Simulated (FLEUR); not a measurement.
# CoO: parallel and opposed starts, part 2 of 2

Aim: find out whether CoO carries moments, and which collinear order costs least.

FLEUR MaX-R8.1; PBEsol with U = 3.5 eV on Co d; all-electron FLAPW, Dirac cores, scalar-relativistic bands.

So far, largest spin moment in the muffin-tin sphere (μB): step 2 (start 1: ferro +) 2.73.

## (3) Start 2: antiferro q=(1/2,1/2,1/2) +-

Another pattern of signs weighs the neighbour shells otherwise.

The cell is doubled to 4 atoms to hold this order. The mesh is halved along the doubled vector, so that both cells sample the same points. The k list default-1 (kpts.xml, not shown) is a Γ-centred 5×10×10 mesh.

Contents of inp.xml:

```
<?xml version="1.0" encoding="UTF-8" standalone="no"?>
<fleurInput fleurInputVersion="0.39">
   <comment>
      CoO
   </comment>
   <calculationSetup>
      <cutoffs Kmax="4.29" Gmax="12.9" GmaxXC="12.9" numbands="0"/>
      <scfLoop itmax="130" minDistance="0.0001" maxIterBroyd="15" imix="Anderson" alpha="0.05" precondParam="0.0" spinf="2.0" sdNocoIR="T"/>
      <coreElectrons ctail="T" frcor="F" kcrel="0" coretail_lmax="0"/>
      <xcFunctional name="PBEs" relativisticCorrections="F"/>
      <magnetism jspins="2"/>
      <soc l_soc="F" theta="0.0" phi="0.0" spav="F"/>
      <expertModes spex="0" secvar="F"/>
      <geometryOptimization l_f="F" forcealpha="1.0" forcemix="BFGS" epsdisp="0.00001" epsforce="0.00001"/>
      <ldaU l_linMix="F" mixParam="0.05" spinf="1.0"/>
   </calculationSetup>
   <cell>
      <bzIntegration valenceElectrons="46.0" mode="hist" fermiSmearingEnergy="0.00183747">
         <kPointListSelection listName="default-1"/>
         <xi:include xmlns:xi="http://www.w3.org/2001/XInclude" href="kpts.xml"> </xi:include>
      </bzIntegration>
      <xi:include xmlns:xi="http://www.w3.org/2001/XInclude" href="sym.xml"> </xi:include>
      <bulkLattice scale="1.0">
         <bravaisMatrix>
            <row-1>   -5.6994139917936000     5.6994139917936000     7.9642414459814272</row-1>
            <row-2>    0.0000000000000000     0.0000000000000000     7.9642414459814272</row-2>
            <row-3>    0.0000000000000000     5.6994139917936000     0.0000000000000000</row-3>
         </bravaisMatrix>
      </bulkLattice>
   </cell>
   <atomSpecies>
      <species name="Cobalt (Co3.000" element="Co" atomicNumber="27">
         <mtSphere radius="2.48" gridPoints="819" logIncrement="0.015"/>
         <atomicCutoffs lmax="10" lnonsphr="8"/>
         <electronConfig flipSpins="F">
            <coreConfig>(1s1/2) (2s1/2) (2p1/2) (2p3/2)</coreConfig>
            <valenceConfig>(3s1/2) (3p1/2) (3p3/2) (4s1/2) (3d3/2) (3d5/2)</valenceConfig>
            <stateOccupation state="(3d3/2)" spinUp="2.0" spinDown="0.8"/>
            <stateOccupation state="(3d5/2)" spinUp="3.0" spinDown="1.2"/>
         </electronConfig>
         <energyParameters s="4" p="4" d="3" f="4"/>
         <ldaU l="2" U="3.5" J="0.0" l_amf="F"/>
         <lo type="SCLO" l="0" n="3" eDeriv="0"/>
         <lo type="SCLO" l="1" n="3" eDeriv="0"/>
      </species>
      <species name="Cobalt (Co-3.000" element="Co" atomicNumber="27">
         <mtSphere radius="2.48" gridPoints="819" logIncrement="0.015"/>
         <atomicCutoffs lmax="10" lnonsphr="8"/>
         <electronConfig flipSpins="F">
            <coreConfig>(1s1/2) (2s1/2) (2p1/2) (2p3/2)</coreConfig>
            <valenceConfig>(3s1/2) (3p1/2) (3p3/2) (4s1/2) (3d3/2) (3d5/2)</valenceConfig>
            <stateOccupation state="(3d3/2)" spinUp="0.8" spinDown="2.0"/>
            <stateOccupation state="(3d5/2)" spinUp="1.2" spinDown="3.0"/>
         </electronConfig>
         <energyParameters s="4" p="4" d="3" f="4"/>
         <ldaU l="2" U="3.5" J="0.0" l_amf="F"/>
         <lo type="SCLO" l="0" n="3" eDeriv="0"/>
         <lo type="SCLO" l="1" n="3" eDeriv="0"/>
      </species>
      <species name="Oxygen (O)" element="O" atomicNumber="8">
         <mtSphere radius="1.4" gridPoints="463" logIncrement="0.023"/>
         <atomicCutoffs lmax="6" lnonsphr="4"/>
         <electronConfig flipSpins="F">
            <coreConfig>(1s1/2)</coreConfig>
            <valenceConfig>(2s1/2) (2p1/2) (2p3/2)</valenceConfig>
            <stateOccupation state="(2p1/2)" spinUp="0.666667" spinDown="0.666667"/>
            <stateOccupation state="(2p3/2)" spinUp="1.333333" spinDown="1.333333"/>
         </electronConfig>
         <energyParameters s="2" p="2" d="3" f="4"/>
      </species>
   </atomSpecies>
   <atomGroups>
      <atomGroup species="Cobalt (Co3.000">
         <relPos label="                   1">.0000000000 .0000000000 .0000000000</relPos>
         <force calculate="T" relaxXYZ="TTT"/>
      </atomGroup>
      <atomGroup species="Cobalt (Co-3.000">
         <relPos label="                   2">1.000/2.000 .0000000000 .0000000000</relPos>
         <force calculate="T" relaxXYZ="TTT"/>
      </atomGroup>
      <atomGroup species="Oxygen (O)">
         <relPos label="                   3">.0000000000 1.000/2.000 .0000000000</relPos>
         <force calculate="T" relaxXYZ="TTT"/>
      </atomGroup>
      <atomGroup species="Oxygen (O)">
         <relPos label="                   4">1.000/2.000 1.000/2.000 .0000000000</relPos>
         <force calculate="T" relaxXYZ="TTT"/>
      </atomGroup>
   </atomGroups>
   <output dos="F" band="F" slice="F">
      <bandDOS minEnergy="-.5*Htr" maxEnergy="0.5*Htr" sigma="0.015" storeEVData="T"/>
      <plotting iplot="0" polar="F">
         <plot TwoD="T" vec1="  1.0  0.0  0.0" vec2="  0.0  1.0  0.0" vec3="  0.0  0.0  1.0" zero="  0.0  0.0  0.0" file="plot"/>
      </plotting>
      <moessbauerParams electricFieldGradient="F" isomerShift="F" coreHyperfine="F" valenceHyperfine="F"/>
   </output>
</fleurInput>
```

Contents of crystal.txt:

```
CoO
&input film=F cartesian=F /
-3.01600000000  3.01600000000  4.21449507540
0.00000000000  0.00000000000  4.21449507540
0.00000000000  3.01600000000  0.00000000000
1.8897261246
1.0 1.0 1.0

4
27 0.00000000000  0.00000000000  0.00000000000 : 3.000
27 0.50000000000  0.00000000000  0.00000000000 : -3.000
8 0.00000000000  0.50000000000  0.00000000000
8 0.50000000000  0.50000000000  0.00000000000

&kpt div1=5 div2=10 div3=10 gamma=T /
```

The run is started by

```bash
$ OMP_NUM_THREADS=1 inpgen -f crystal.txt > inpgen.log  # inp.xml is then edited as shown
$ OMP_NUM_THREADS=1 mpirun -n 4 fleur_MPI > fleur.log
```

What it wrote:

```text
[banner, memory and clock lines left out]
Welcome to FLEUR        (www.flapw.de)
      MaX-Release 8.1          (www.max-centre.eu)

 ========== k-point set info ==========
 Selected k-point list: default-1
 k-point list type: mesh
 0 x 0 x 0
 Number of k points: 144

 ------------Calculation Setup---------------------------
 Number of PE/node        :            4
 Number of OMP-threads    :            1
 k-points in parallel     :            4
 pe's per k-point         :            1
 No of k-point loops      :           36
 Eigenvalue solver        :       lapack
 Number of basis functions:          388
 Approximate size of matrices (H+S) per k-point:         0.002 GB
 no density matrix found ... skipping LDA+U
 Reset of history
 Iteration:     1   Distance:      26.50805788 me/bohr^3
 Iteration:     2   Distance:      31.14714618 me/bohr^3
 Iteration:     3   Distance:      28.99639350 me/bohr^3
 Iteration:     4   Distance:      23.23334234 me/bohr^3
 Iteration:     5   Distance:      18.43200726 me/bohr^3
 Iteration:     6   Distance:      14.05509244 me/bohr^3
 Iteration:     7   Distance:       7.90487133 me/bohr^3
 Iteration:     8   Distance:       5.01138676 me/bohr^3
 Iteration:     9   Distance:       4.66078176 me/bohr^3
 Iteration:    10   Distance:       2.53900653 me/bohr^3
 Iteration:    11   Distance:       1.71668626 me/bohr^3
 Iteration:    12   Distance:       1.47672071 me/bohr^3
 Iteration:    13   Distance:       0.51472219 me/bohr^3
 Iteration:    14   Distance:       0.45660288 me/bohr^3
 Iteration:    15   Distance:       0.13843794 me/bohr^3
 Iteration:    16   Distance:       0.03832653 me/bohr^3
 Iteration:    17   Distance:       0.03676251 me/bohr^3
 Iteration:    18   Distance:       0.02546490 me/bohr^3
 Iteration:    19   Distance:       0.00603196 me/bohr^3
 Iteration:    20   Distance:       0.00242444 me/bohr^3
 Iteration:    21   Distance:       0.00262754 me/bohr^3
 Iteration:    22   Distance:       0.00054598 me/bohr^3
 Iteration:    23   Distance:       0.00011089 me/bohr^3
 Iteration:    24   Distance:       0.00014704 me/bohr^3
 Iteration:    25   Distance:       0.00001177 me/bohr^3

 ********************************************************************
 Run finished successfully
 Stop message:
   all done
 ********************************************************************

--- out.xml (last complete iteration) ---
<iteration numberForCurrentRun="   25" overallNumber="   25">
         [... left out ...]
         <bandgap value="0.0526410100" units="eV"/>
         <sumValenceSingleParticleEnergies value="-31.6454356048" units="Htr"/>
         <FermiEnergy value="0.3182627651" units="Htr"/>
         <valenceDensity>
            <mtCharges spin="1">
               <mtCharge atomType="1" total="9.4756262" s="1.1935237" p="3.2405308" d="4.9667176" f="0.0530036"/>
               <mtCharge atomType="2" total="6.7295716" s="1.1663516" p="3.2164651" d="2.2759088" f="0.0501770"/>
               <mtCharge atomType="3" total="2.1770943" s="0.6860581" p="1.4881743" d="0.0024777" f="0.0003224"/>
               <mtCharge atomType="4" total="2.2884400" s="0.6957827" p="1.5887355" d="0.0034095" f="0.0004334"/>
            </mtCharges>
            <mtCharges spin="2">
               <mtCharge atomType="1" total="6.7295716" s="1.1663516" p="3.2164651" d="2.2759088" f="0.0501770"/>
               <mtCharge atomType="2" total="9.4756262" s="1.1935237" p="3.2405308" d="4.9667176" f="0.0530036"/>
               <mtCharge atomType="3" total="2.2884400" s="0.6957827" p="1.5887355" d="0.0034095" f="0.0004334"/>
               <mtCharge atomType="4" total="2.1770943" s="0.6860581" p="1.4881743" d="0.0024777" f="0.0003224"/>
            </mtCharges>
            <spinDependentCharge spin="1" total="23.0000000" interstitial="2.3292679" mtSpheres="20.6707321"/>
            <spinDependentCharge spin="2" total="23.0000000" interstitial="2.3292679" mtSpheres="20.6707321"/>
            <totalCharge value="46.0000000000"/>
         </valenceDensity>
         [... left out ...]
         <magneticMomentsInMTSpheres units="muBohr">
            <globalMagMoment atomType="1" vec="0.00000   0.00000   2.74605"/>
            <localMagMoment atomType="1" vec="0.00000   0.00000   2.74605"/>
            <globalMagMoment atomType="2" vec="0.00000   0.00000  -2.74605"/>
            <localMagMoment atomType="2" vec="0.00000   0.00000  -2.74605"/>
            <globalMagMoment atomType="3" vec="0.00000   0.00000  -0.11135"/>
            <localMagMoment atomType="3" vec="0.00000   0.00000  -0.11135"/>
            <globalMagMoment atomType="4" vec="0.00000   0.00000   0.11135"/>
            <localMagMoment atomType="4" vec="0.00000   0.00000   0.11135"/>
         </magneticMomentsInMTSpheres>
         [... left out ...]
         <totalEnergy value="    -2934.3530636424" units="Htr">
            <sumOfEigenvalues value="    -1678.8002620555">
               <coreElectrons value="-1647.1548264507"/>
               <valenceElectrons value="-31.6454356048"/>
            </sumOfEigenvalues>
            <densityCoulombPotentialIntegral value="-4478.0067770072"/>
            <densityEffectivePotentialIntegral value="-4652.8132759003"/>
            <chargeDenXCDenIntegral value="-133.5512587137"/>
            <FockExchangeEnergyValence value="0.0000000000"/>
            <FockExchangeEnergyCore value="0.0000000000"/>
         [... left out ...]
            <dftUCorrection value="-0.8791641603"/>
            <tkbTimesEntropy value="0.0000483114"/>
            <freeEnergy value="-2934.3531119538"/>
            <extrapolationTo0K value="-2934.3530877981"/>
         </totalEnergy>
         [... left out ...]
         <ldaUDensityMatrixConvergence>
            <distance spin="1" distance="0.000000"/>
            <distance spin="2" distance="0.000000"/>
         </ldaUDensityMatrixConvergence>
         <densityConvergence units="me/bohr^3">
            <chargeDensity spin="1" distance="0.0000077194"/>
            <chargeDensity spin="2" distance="0.0000077207"/>
            <overallChargeDensity distance="0.0000117658"/>
            <spinDensity distance="0.0000099982"/>
         </densityConvergence>
      </iteration>
```

Wall time 2.1 min (4 MPI ranks of Intel Xeon Platinum 8488C (Sapphire Rapids), shared host); peak memory 0.46 GiB; 8.5 min of CPU time.

Spin moment in the muffin-tin sphere by atom:

```tsv
atom	spin moment in the muffin-tin sphere (μB)
Co1	2.75
Co2	-2.75
O3	-0.11
O4	0.11
```

Numbers from this step:

```yaml
free_energy: -79847.8159 eV
program_s_band_gap_on_this_mesh_in_a_metal_only_a_level_spacing: 0.05264 eV
magnetization: 0 μB
final_state: antiferromagnetic
```

It lies 516 meV a seeded atom under the first start (under a U so large a difference can come mostly from another filling of the orbitals), and its largest moment is 2.75 μB against 2.73 μB.

## (4) Order 3, typed as antiferro q=(0,1/2,0) +-

Reversing part of the moments tests the sign of the couplings between them.

The cell is doubled to 4 atoms to hold this order. The mesh is halved along the doubled vector, so that both cells sample the same points. The k list default-1 (kpts.xml, not shown) is a Γ-centred 10×5×10 mesh.

Changes to inp.xml since step 3:

```diff
@@ -24,5 +24,5 @@
          <bravaisMatrix>
-            <row-1>   -5.6994139917936000     5.6994139917936000     7.9642414459814272</row-1>
-            <row-2>    0.0000000000000000     0.0000000000000000     7.9642414459814272</row-2>
-            <row-3>    0.0000000000000000     5.6994139917936000     0.0000000000000000</row-3>
+            <row-1>   -2.8497069958968000     2.8497069958968000     3.9821207229907136</row-1>
+            <row-2>    5.6994139917936000    -5.6994139917936000     7.9642414459814272</row-2>
+            <row-3>    2.8497069958968000     2.8497069958968000    -3.9821207229907136</row-3>
          </bravaisMatrix>
@@ -77,3 +77,3 @@
       <atomGroup species="Cobalt (Co-3.000">
-         <relPos label="                   2">1.000/2.000 .0000000000 .0000000000</relPos>
+         <relPos label="                   2">.0000000000 1.000/2.000 .0000000000</relPos>
          <force calculate="T" relaxXYZ="TTT"/>
@@ -81,7 +81,4 @@
       <atomGroup species="Oxygen (O)">
-         <relPos label="                   3">.0000000000 1.000/2.000 .0000000000</relPos>
-         <force calculate="T" relaxXYZ="TTT"/>
-      </atomGroup>
-      <atomGroup species="Oxygen (O)">
-         <relPos label="                   4">1.000/2.000 1.000/2.000 .0000000000</relPos>
+         <relPos label="                   3">1.000/2.000 1.000/4.000 .0000000000</relPos>
+         <relPos label="                   4">1.000/2.000 -1.000/4.000 .0000000000</relPos>
          <force calculate="T" relaxXYZ="TTT"/>
```

Contents of crystal.txt:

```
CoO
&input film=F cartesian=F /
-1.50800000000  1.50800000000  2.10724753770
3.01600000000  -3.01600000000  4.21449507540
1.50800000000  1.50800000000  -2.10724753770
1.8897261246
1.0 1.0 1.0

4
27 0.00000000000  0.00000000000  0.00000000000 : 3.000
27 0.00000000000  0.50000000000  0.00000000000 : -3.000
8 0.50000000000  0.25000000000  0.00000000000
8 0.50000000000  0.75000000000  0.00000000000

&kpt div1=10 div2=5 div3=10 gamma=T /
```

What it wrote:

```text
[banner, memory and clock lines left out]
Welcome to FLEUR        (www.flapw.de)
      MaX-Release 8.1          (www.max-centre.eu)

 ========== k-point set info ==========
 Selected k-point list: default-1
 k-point list type: mesh
 10 x 5 x 10
 Number of k points: 252

 [... set-up left out ...]
 no density matrix found ... skipping LDA+U
 Reset of history
 Iteration:     1   Distance:      25.82079032 me/bohr^3
 Iteration:     2   Distance:      25.01979455 me/bohr^3
 Iteration:     3   Distance:      22.64468137 me/bohr^3
[...]
[... left out ...]
            <freeEnergy value="-2934.3181589144"/>
            <extrapolationTo0K value="-2934.3169711614"/>
         </totalEnergy>
         [... left out ...]
         <ldaUDensityMatrixConvergence>
            <distance spin="1" distance="0.000005"/>
            <distance spin="2" distance="0.000005"/>
         </ldaUDensityMatrixConvergence>
         <densityConvergence units="me/bohr^3">
            <chargeDensity spin="1" distance="0.0000332028"/>
            <chargeDensity spin="2" distance="0.0000340827"/>
            <overallChargeDensity distance="0.0000532778"/>
            <spinDensity distance="0.0000411047"/>
         </densityConvergence>
      </iteration>
```

The job ended after 9 min (4 MPI ranks; peak memory 0.57 GiB; 36 min of CPU time).

Spin moment in the muffin-tin sphere by atom:

```tsv
atom	spin moment in the muffin-tin sphere (μB)
Co1	2.62
Co2	-2.62
O3	0.00
O4	0.00
```

This step gave:

| Item | Value |
| --- | --- |
| free energy | -79846.8648 eV |
| program's band gap on this mesh (in a metal only a level spacing) | 3.75e-8 eV |
| magnetization | 0 μB |
| final state | antiferromagnetic |

It lies 40.0 meV a seeded atom under the first start, and its largest moment is 2.62 μB against 2.73 μB.

## (5) The states side by side

Free energies are divided by the number of seeded atoms, so that cells of unlike size compare. Wavevectors q in the names are fractions of the primitive cell's reciprocal vectors.

Orders:

```tsv
start	final state	typed order kept	energy over the lowest (meV a seeded atom)	largest sphere moment (μB)	net moment (μB a primitive cell)	mesh matched	CPU time (s)
ferro +	ferromagnetic	yes	515.5	2.727	3	yes	108.4
antiferro q=(1/2,1/2,1/2) +-	antiferromagnetic	yes	0	2.746	0	yes	512.4
antiferro q=(0,1/2,0) +-	antiferromagnetic	yes	475.6	2.624	0	yes	2152
```

Eigenvalues of the occupation matrices of the first corrected atom:

```tsv
start	majority spin	minority spin
ferro +	1.02 1.02 0.98 0.98 0.97	0.66 0.66 0.65 0.16 0.16
antiferro q=(1/2,1/2,1/2) +-	1.02 1.02 0.98 0.97 0.97	0.96 0.96 0.17 0.14 0.05
antiferro q=(0,1/2,0) +-	1.01 1.01 0.98 0.98 0.97	0.69 0.65 0.64 0.18 0.17
```

## (6) Summary of results

```json
{"moments, largest by run": "2.73, 2.75, 2.62 μB", "spread of the energies": "516 meV a seeded atom"}
```

In words: No order can be named lowest. Under a U these runs seem to end in unlike orbital states: the occupations of the corrected shell differ between them, or their energies lie too far apart for exchange. The differences are then no exchange energies.

[Logs and program files are shortened in this print: banners, set-up blocks, solver, clock and traceback lines can be left out without a mark of their own.]

[Logs are printed without paths, hosts, clocks, repeated set-up lines and the standing remarks that a program may print on its own settings, such as how far it seeks lower states.]

[Hosts, paths, dates, database ids (printed as entryN), source tags and the programs' standing remarks are cut or masked in the printed files.]

[Where a cell is said to come from a database of computed structures, the database is the Materials Project.]
